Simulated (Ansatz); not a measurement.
# AlCo (Pm-3m) in Ansatz: further runs

One crystal, AlCo, is run at these levels: PBEsol; tasks: phonons, elastic constants.

All numbers are computed with Ansatz 0.2.0; they aren't measurements. Logs are shortened: lines on timing, memory, paths and dates and some standing lists are left out, and cuts for length are marked.

## Step 1: Starting point

Symmetry: Pm-3m, No. 221, cubic system. Conventional cell: a = 2.819 Å, b = 2.819 Å, c = 2.819 Å, α = 90.00°, β = 90.00°, γ = 90.00°. Co (site symmetry m-3m) has 8 Al at 2.44 Å as nearest neighbours. Around Al (site symmetry m-3m) lie 8 Co at 2.44 Å.

The cell is a database's computed one.

## Step 2: Phonons, PBEsol, collinear spin, ferromagnetic start

Input file input.yaml:

```yaml
crystal:
  lattice:
    - [2.81940321, 0.0, 0.0]
    - [0.0, 2.81940321, 0.0]
    - [0.0, 0.0, 2.81940321]
  atoms:
    - { symbol: Co, position: [0.5, 0.5, 0.5], spin: 2.0 }
    - { symbol: Al, position: [0.0, 0.0, 0.0] }
hamiltonian:
  xc: pbesol
  pseudopotentials: { kind: paw }
magnetization:
  spin_polarized: true
kpoints:
  mp_grid: { grid: [8, 8, 8] }
scf:
  occupations: { method: fermi_dirac, width: 0.05 }
phonons:
  method: dfpt
  qmesh: [2, 2, 2]
  temperatures: { t_max: 1000, t_step: 100 }
  qpath:
    path:
      - [[0.0, 0.0, 0.0], [0.0, 0.5, 0.0], [0.5, 0.5, 0.0], [0.0, 0.0, 0.0], [0.5, 0.5, 0.5], [0.0, 0.5, 0.0]]
      - [[0.5, 0.5, 0.0], [0.5, 0.5, 0.5]]
    npoints: 8
```

Potentials or basis: Ansatz PAW.

Launch:

```
> ansatz run input.yaml --threads 2 --pin off --max-ram 5632MiB --backend cpu --events-out ev --progress --plain --runs-dir out
```

Standard output:

```text
Warning: RAYON_NUM_THREADS=2 ignored (pool sized by the plan → 2); use --threads N
Engine: ansatz 0.2.0, x86_64-unknown-linux-gnu
Pseudopotentials: kind: paw
Pseudopotential: Co, paw, valence charge 17, recommended cutoff 420 eV (normal), Co.paw.azcp
Pseudopotential: Al, paw, valence charge 3, recommended cutoff 420 eV (normal), Al.paw.azcp
Functional definition: PBEsol
  exchange = pbesol_x
  correlation = pbesol_c
Crystal: 2 atoms, lattice volume = 22.412 Å³
Basis set: ecut = 420 eV, 461 PW (Γ), exchange–correlation on 40×40×40 points (8 copies of the dense FFT grid, shifted against one another)
Bands: 15, of which v1, the nominal top of the filled ones, is band 10 counted from 1 (9 counted from 0)
Symmetry: 48 space group operations
Space group: Pm-3m (ITA 221), of the structure as read, at distance tolerance 2.8e-5 Å
Magnetic group: BNS 221.92 (UNI 1594), of the structure as read, at distance tolerance 2.8e-5 Å
k-points: 35 of 512
Non-local potential: Co, projectors of the file, l = 0: 3, l = 1: 2, l = 2: 3, l = 3: 1
Non-local potential: Al, projectors of the file, l = 0: 2, l = 1: 2, l = 2: 1
PAW form: soft (Blöchl's): semilocal exchange-correlation on the pseudo side does not see the compensation charge
PAW frozen core: Co, regenerated for the run's functional, and the local potential with it (the file was generated under x = pbe(κ = 0.804, μ = 0.2195149727645171), c = pbe(β = 0.06672455060314922))
PAW frozen core: Al, regenerated for the run's functional, and the local potential with it (the file was generated under x = pbe(κ = 0.804, μ = 0.2195149727645171), c = pbe(β = 0.06672455060314922))
PAW one-centre angular grid: Co, 590 points (default); XC on 64 Gauss nodes
PAW one-centre angular grid: Al, 110 points (default); XC on 64 Gauss nodes
Initial density: superposition of atomic densities (chi_scale 0.1, normalization cell)
Starting moments: Σ|m| = 2 μB on 1 of 2 sites
Initial wavefunctions: pseudopotential atomic-orbital guess
Functional: x = pbesol(κ = 0.804, μ = 0.12345679012345678), c = pbesol(β = 0.046)
SCF 1 converged in 12 iterations: F = -5618.771173 eV  dr2 = 7.78e-11
Bands: 14, of which v1, the nominal top of the filled ones, is band 10 counted from 1 (9 counted from 0)
Initial density: read from a saved state, or passed on in memory by an earlier SCF of this step, an earlier step, the calling program or the single point that the run made first
Stability of the state it starts from, as read at its close in the collinear treatment: not read negative (Ritz values of 1 − χ₀K, real part plus size of imaginary part, from 0.45 to 0.51, by its mixing steps under the symmetry group of the SCF that read it); its run was given moments
iter 1 solved again at ethr=9.78e-9 eV; its pass at ethr=3.10e-3 eV (dr2=1.96e-6 eV) is discarded
SCF iter   1: F=—  HF=-5618.771173 eV  |F-HF|=—  |Δ(HF+E_count)|=         —  Δρ=1.70e-7 (↑1.70e-7 ↓1.70e-7)  dr2=2.53e-11  dr2_m=0.00e0  M=0.000 μB ∫|m|=0.000 μB  β_m=0.30  ethr=9.78e-9  ⟨swp⟩=3.6  Hψ=3903  notcnv=0
eigensolver tolerance schedule: the retry pair's looser diagonalisation over-reported the residual by 77456.07 of it (diagonalisation noise at 0.32 of the residual, at the tolerance the schedule requests for it); recorded, not acted on — ethr = c·dr2/N_el stays at c = 1.0e-1
preconditioner: auto → none  [metal: Δε(μ)=0.096 eV  Ē_g=8.517 eV  σ=0.050 eV  W_gap=0.44  n_scr=6 (ndim 8)  ℏωp=27.2 eV  f_vac=0.000  D(μ)=0.94/eV (n_scr^D=6)]
SCF iter   2: F=-5618.771173 eV  HF=-5618.771173 eV  |F-HF|=5.46e-12  |Δ(HF+E_count)|=   1.38e-9  Δρ=1.76e-7 (↑1.76e-7 ↓1.76e-7)  dr2=8.01e-12  dr2_m=0.00e0  M=0.000 μB ∫|m|=0.000 μB  ethr=1.00e-12  ⟨swp⟩=5.5  Hψ=3055  notcnv=0
SCF 2 converged in 2 iterations: F = -5618.771173 eV  dr2 = 8.01e-12
iter 1 solved again at ethr=9.90e-9 eV; its pass at ethr=3.10e-3 eV (dr2=1.98e-6 eV) is discarded
SCF iter   1: F=—  HF=-5618.771173 eV  |F-HF|=—  |Δ(HF+E_count)|=         —  Δρ=3.17e-7 (↑3.17e-7 ↓3.17e-7)  dr2=4.18e-11  dr2_m=0.00e0  M=0.000 μB ∫|m|=0.000 μB  β_m=0.30  ethr=9.90e-9  ⟨swp⟩=3.6  Hψ=3902  notcnv=0
eigensolver tolerance schedule: the retry pair's looser diagonalisation over-reported the residual by 47326.61 of it (diagonalisation noise at 0.18 of the residual, at the tolerance the schedule requests for it); recorded, not acted on — ethr = c·dr2/N_el stays at c = 1.0e-1
SCF iter   2: F=—  HF=-5618.771173 eV  |F-HF|=—  |Δ(HF+E_count)|=   1.26e-9  Δρ=4.66e-7 (↑4.66e-7 ↓4.66e-7)  dr2=1.51e-10  dr2_m=0.00e0  M=0.000 μB ∫|m|=0.000 μB  β_m=0.30  ethr=1.00e-12  ⟨swp⟩=3.0  Hψ=994  notcnv=0
SCF iter   3: F=-5618.771173 eV  HF=-5618.771173 eV  |F-HF|=8.19e-12  |Δ(HF+E_count)|=  1.73e-11  Δρ=7.17e-8 (↑7.17e-8 ↓7.17e-8)  dr2=4.76e-12  dr2_m=0.00e0  M=0.000 μB ∫|m|=0.000 μB  ethr=1.00e-12  ⟨swp⟩=2.3  Hψ=1360  notcnv=0
SCF 3 converged in 3 iterations: F = -5618.771173 eV  dr2 = 4.76e-12
phonons: the bands overlap, so this run is a metal and interpolates without the dipole-dipole term. If the crystal is really an insulator or semiconductor, its LO-TO splitting is missing
NSCF: frozen V_eff on 35 k-points
NSCF: frozen V_eff on 75 k-points
DFPT response loops at q = (0, 0, 0) (fractional): preconditioner auto → Kerker (q_TF=auto, 2.677 Å⁻¹) (partly filled bands, converged f_vac=0.000); β = 1.00, the filter's whole step (`scf.mixing.beta` (0.30) is not read by the response loops under this deck's `scf.mixing.preconditioner`; to damp them name `kerker` or `kerker_dos`, under which they read `scf.mixing.beta`, and type it under 1.00, their step now; both keys bind the ground state too); Broyden in place of MSR1
NSCF: frozen V_eff on 250 k-points
DFPT response loops at q = (0, 0, -0.5) (fractional): mixed as the last ones told, above
NSCF: frozen V_eff on 250 k-points
DFPT response loops at q = (0, -0.5, -0.5) (fractional): mixed as the last ones told, above
NSCF: frozen V_eff on 150 k-points
DFPT response loops at q = (-0.5, -0.5, -0.5) (fractional): mixed as the last ones told, above
SCF converged after 2 iterations
Magnetization: 0.0000 μB (10.0000 up, 10.0000 down)
Absolute magnetization: 0.0000 μB (∫|ρ↑−ρ↓|)
Spin contamination: 0.0000 ħ² per cell (⟨S²⟩ above its minimum at these occupations)
Per-site moments (μB) at R_I (Å): [(0.0, 1.0071908563906993), (0.0, 1.0071908563906993)]
Free energy (F): -5618.771173 eV
Harris-Foulkes:  -5618.771173 eV  (|F-HF|=5.46e-12)
Internal energy: -5618.763014 eV  (E = F + TS)
E sigma→0 (E₀):  -5618.767094 eV
Entropy (-TS):   -0.008158 eV (-4.079 meV/atom)
Fermi energy:    14.905174 eV
--- Per-component energies (eV) ---
  E_band       = -275.314871
  E_kinetic    = 485.105171
  E_local      = -3633.162048  (includes V_loc(G=0)·N_el)
  E_nonlocal   = 468.497664
  E_hartree    = 1568.759690
  E_xc         = -199.764211
  E_vxc        = -237.074594  (∫ρ·V_xc dr)
  E_paw        = -1940.358658  (= ΣΔE_a)
  E_vpaw       = -496.200334  (= ΣTr[D̂ρ^β])
  E_aug_tail   = 0.000082  (compensation charges beyond the density's cutoff)
  E_ewald      = -2368.048262
  E_core_change = 0.207558  (= ΣΔE_core)
  E_smearing   = -0.008158  (= −TS)
  E_closure    = 0.000000  (closes the sum)
  Σ components = -5618.771173   (vs F -5618.771173, Δ=0.00e0)
--- Band table (eV; the first three rows and the last of 70) ---
  k-point 0 ↑: bands = ["-79.5632", "-42.9940", "-42.9940", "-42.9940", "3.6037", "11.7699", "11.7699", "14.0640", "14.0640", "14.0640", "21.0122", "21.0122", "21.0122", "23.7728"]
  k-point 1 ↑: bands = ["-79.5626", "-43.0013", "-42.9935", "-42.9935", "3.9065", "11.7302", "11.8541", "13.9041", "13.9041", "14.0815", "18.9140", "21.4271", "21.4271", "23.7212"]
  k-point 2 ↑: bands = ["-79.5613", "-43.0188", "-42.9921", "-42.9921", "4.7974", "11.3331", "12.0661", "13.5587", "13.5587", "14.1239", "16.5012", "22.5435", "22.5435", "23.5784"]
  k-point 34 ↓: bands = ["-79.5523", "-43.0337", "-43.0337", "-43.0337", "10.8235", "10.8235", "10.8235", "14.6979", "14.6979", "17.2449", "17.2449", "17.2449", "19.3468", "20.4722"]
--- Phonons (Γ-DFPT): 2 representative perturbations + reference (Σ response iterations 6) ---
  ASR residual: 6.446e-4 → 0.000e0 eV/Å²; symmetrization residual: 1.223e-6 eV/Å²
  ASR residual per site (eV/Å²): 6.45e-4 7.09e-5
  Γ frequencies (cm⁻¹): 0.00 0.00 0.00 341.87 341.87 341.87
--- Phonons (arbitrary-q DFPT): 4 irreducible q on the 2×2×2 mesh ---
  q = [0.0000, 0.0000, 0.0000] (star 1, of the zone-centre solve; hermiticity 3.07e-7, symmetrization 2.82e-12): 0.00 0.00 0.00 341.87 341.87 341.87
  q = [0.0000, 0.0000, -0.5000] (star 3, 4 solved perturbations in 400 linear systems a pass and spin channel, the states on 125 of 512 k-point pairs; hermiticity 3.62e-13, symmetrization 9.81e-13): 213.66 213.66 259.98 297.69 297.69 418.10
  q = [0.0000, -0.5000, -0.5000] (star 3, 4 solved perturbations in 400 linear systems a pass and spin channel, the states on 125 of 512 k-point pairs; hermiticity 5.87e-8, symmetrization 8.16e-13): 193.32 193.32 242.56 288.86 400.48 400.48
  q = [-0.5000, -0.5000, -0.5000] (star 1, 2 solved perturbations on 75 of 512 k-point pairs; hermiticity 1.52e-12, symmetrization 5.81e-13): 252.22 252.22 252.22 373.58 373.58 373.58
  sum rule: each row above includes the acoustic sum rule's correction from the zone centre's row sums; it moved no ω² by more than (1.72 cm⁻¹)²
  mesh force constants: q→R imaginary residual 1.93e-17; ASR residual 6.446e-4 → 0.000e0 eV/Å²; symmetrization residual 7.105e-15 eV/Å²
  interpolated dispersion: 50 rows × 6 modes
  density of states and harmonic sums: on the 22×22×22 q-mesh, interpolated from the force constants of a 2×2×2 supercell (no non-analytic term)
  largest difference from the sums on the solved wave vectors: F 5.95e-2 eV, S 9.18e-5 and C_V 3.23e-5 eV/K
  zero-point energy: 0.104293 eV/cell   skipped modes (ω ≤ 0): 3   left out of the sums: 4.70e-5 of the cell's modes: C_V's classical limit lies that fraction below 3 k_B per atom; for a crystal, a wire or a layer, F and S can be off by more, and a phonons.interpolated_qmesh denser along its periods is the remedy for the sampling
```

It took 1.9 min on 2 threads of AMD EPYC, shared host; peak memory 0.62 GiB.

Results:

```yaml
Free_energy: -5618.7712 eV
Band_gap_on_the_k_mesh: none (metal or under the smearing width)
Net_moment: 0.00 μB per cell
Absolute_moment: 0.00 μB per cell
Highest_phonon_frequency: 418 cm⁻¹
```

Phonon frequencies in cm⁻¹ (negative: imaginary):
```tsv
q point	frequencies
(0.000, 0.000, 0.000)	0 0 0 342 342 342
(0.000, 0.000, -0.500)	214 214 260 298 298 418
(0.000, -0.500, -0.500)	193 193 243 289 400 400
(-0.500, -0.500, -0.500)	252 252 252 374 374 374
```

Caveat: the starting moments collapsed, and a magnetic state may lie lower; the q mesh is small, so phonon branches between its points and thermal values are rough; the PAW data sets come from PBE, with cores solved anew for the run's functional, which leaves a small shift of forces and pressure.

## Step 3: Elastic constants, PBEsol, collinear spin, ferromagnetic start

Input file input.yaml:

```yaml
crystal:
  lattice:
    - [2.81940321, 0.0, 0.0]
    - [0.0, 2.81940321, 0.0]
    - [0.0, 0.0, 2.81940321]
  atoms:
    - { symbol: Co, position: [0.5, 0.5, 0.5], spin: 2.0 }
    - { symbol: Al, position: [0.0, 0.0, 0.0] }
hamiltonian:
  xc: pbesol
  pseudopotentials: { kind: paw }
magnetization:
  spin_polarized: true
kpoints:
  mp_grid: { grid: [8, 8, 8] }
scf:
  occupations: { method: fermi_dirac, width: 0.05 }
output:
  forces: true
  stress: true
elastic:
  mode: clamped_ion
  stencil: two_point
```

Potentials or basis: Ansatz PAW.

Launch:

```
> ansatz run input.yaml --threads 2 --pin off --max-ram 5632MiB --backend cpu --events-out ev --progress --plain --runs-dir out
```

Standard output:

```text
Warning: RAYON_NUM_THREADS=2 ignored (pool sized by the plan → 2); use --threads N
Engine: ansatz 0.2.0, x86_64-unknown-linux-gnu
Pseudopotentials: kind: paw
Pseudopotential: Co, paw, valence charge 17, recommended cutoff 420 eV (normal), Co.paw.azcp
Pseudopotential: Al, paw, valence charge 3, recommended cutoff 420 eV (normal), Al.paw.azcp
Functional definition: PBEsol
  exchange = pbesol_x
  correlation = pbesol_c
Crystal: 2 atoms, lattice volume = 22.412 Å³
Basis set: ecut = 420 eV, 461 PW (Γ), exchange–correlation on 40×40×40 points (8 copies of the dense FFT grid, shifted against one another)
Bands: 15, of which v1, the nominal top of the filled ones, is band 10 counted from 1 (9 counted from 0)
Symmetry: 48 space group operations
Space group: Pm-3m (ITA 221), of the structure as read, at distance tolerance 2.8e-5 Å
Magnetic group: BNS 221.92 (UNI 1594), of the structure as read, at distance tolerance 2.8e-5 Å
k-points: 35 of 512
Non-local potential: Co, projectors of the file, l = 0: 3, l = 1: 2, l = 2: 3, l = 3: 1
Non-local potential: Al, projectors of the file, l = 0: 2, l = 1: 2, l = 2: 1
[... 105 lines left out ...]
  max |Σ_I F_I| component: 6.73e-29 eV/Å
--- Stress (GPa, compression-positive) ---
        0.756430       0.000000       0.000000
        0.000000       0.756430       0.000000
        0.000000       0.000000       0.756430
  P = ⅓ Tr σ = 0.7564 GPa (7.564 kbar)
--- Band table (eV; the first three rows and the last of 70) ---
  k-point 0 ↑: bands = ["-79.5632", "-42.9940", "-42.9940", "-42.9940", "3.6037", "11.7699", "11.7699", "14.0640", "14.0640", "14.0640", "21.0122", "21.0122", "21.0122", "23.7728"]
  k-point 1 ↑: bands = ["-79.5626", "-43.0013", "-42.9934", "-42.9934", "3.9065", "11.7302", "11.8541", "13.9041", "13.9041", "14.0815", "18.9140", "21.4271", "21.4271", "23.7212"]
  k-point 2 ↑: bands = ["-79.5613", "-43.0188", "-42.9921", "-42.9921", "4.7974", "11.3331", "12.0661", "13.5587", "13.5587", "14.1239", "16.5012", "22.5435", "22.5435", "23.5784"]
  k-point 34 ↓: bands = ["-79.5523", "-43.0337", "-43.0337", "-43.0337", "10.8235", "10.8235", "10.8235", "14.6979", "14.6979", "17.2449", "17.2449", "17.2449", "19.3468", "20.4722"]
--- Elastic constants: 2 strain directions × 2 members + reference (group order 48) ---
  dense FFT box of the reference and of every strained cell: 20×20×20
  strains applied: 11, 23; error gains: componentwise 1.00 (the most a stress slope's error grows in a printed constant), spectral 1.73 (1 for all six strains in a standard setting)
  C = ∂σ_k/∂η_j (tension-positive GPa; Voigt order 11 22 33 23 13 12):
       308.226    140.808    140.808     -0.000     -0.000     -0.000
       140.808    308.226    140.808     -0.000     -0.000     -0.000
       140.808    140.808    308.226     -0.000     -0.000     -0.000
         0.000     -0.000     -0.000    154.810      0.000      0.000
         0.000      0.000     -0.000     -0.000    154.810     -0.000
        -0.000     -0.000      0.000      0.000      0.000    154.810
  reference stress σ⁰ (GPa):     -0.756     -0.756     -0.756     -0.000     -0.000     -0.000
  C* (energy form; C + prestress term) asymmetry max|C*_kj − C*_jk| = 8.527e-14 GPa — a small one proves nothing (zero by symmetry where the batch's group is 432, −43m or m−3m); a large one is finite-difference/SCF noise where every solve meets its electron count
  moduli (Voigt/Reuss/Hill, GPa): K = 196.61/196.61/196.61   G = 126.37/115.55/120.96   E = 301.13   ν = 0.245
  mechanically stable: yes (min eigenvalue of sym C = 154.81 GPa)
  strain η (Voigt 11):  stress-route row diagonal C_11 = 308.23 GPa, energy-path curvature d²(F+E_count+ΔE)/dδ²/Ω₀ = 309.42 GPa
         δ    σ_11 (GPa)             F (eV)   n_scf  n_hpsi   n_pw
    -2.000e-3      -1.3796       -5618.7708751       9   19936    461
     2.000e-3      -0.1467       -5618.7713150       9   19132    461
  strain η (Voigt 23):  stress-route row diagonal C_44 = 154.81 GPa, energy-path curvature d²(F+E_count+ΔE)/dδ²/Ω₀ = 155.73 GPa
         δ    σ_23 (GPa)             F (eV)   n_scf  n_hpsi   n_pw
    -2.000e-3      -0.3096       -5618.7711396       8   26883    461
     2.000e-3       0.3096       -5618.7711396       6   22249    461
```

It took 20 s on 2 threads of AMD EPYC, shared host; peak memory 0.39 GiB.

What came out:

```yaml
Free_energy: -5618.7712 eV
Pressure: 0.8 GPa
Band_gap_on_the_k_mesh: none (metal or under the smearing width)
Net_moment: 0.00 μB per cell
Absolute_moment: 0.00 μB per cell
Clamped-ion_elastic_constants_C11_C12_C44: 308, 141, 155 GPa
Voigt_bulk_modulus: 197 GPa
```

Elastic tensor in Voigt notation (GPa, ions clamped, in the Cartesian axes of the cell as first typed):
```
308 141 141   0   0   0
141 308 141   0   0   0
141 141 308   0   0   0
  0   0   0 155   0   0
  0   0   0   0 155   0
  0   0   0   0   0 155
```

Caveat: the starting moments collapsed, and a magnetic state may lie lower; elastic constants of metals need much finer meshes, so these are rough; the PAW data sets come from PBE, with cores solved anew for the run's functional, which leaves a small shift of forces and pressure.
